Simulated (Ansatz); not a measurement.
A relaxed 1×1 slab of 4 planes, cut along (100) from a bcc crystal of one element, has a cell area of 11.02 Å² and a bulk spacing of 1.660 Å between its first planes. All-electron LAPW in Ansatz 0.2.0 (PBE, scalar-relativistic, no spin polarisation) gives γ = 2.74 J/m², Φ = 3.84 eV and a change of the outer spacing of -9.2 %. The bcc structure needn't be the element's own.

Q: Which element is it?

A: Ta. This is the case that was computed; others weren't tested.
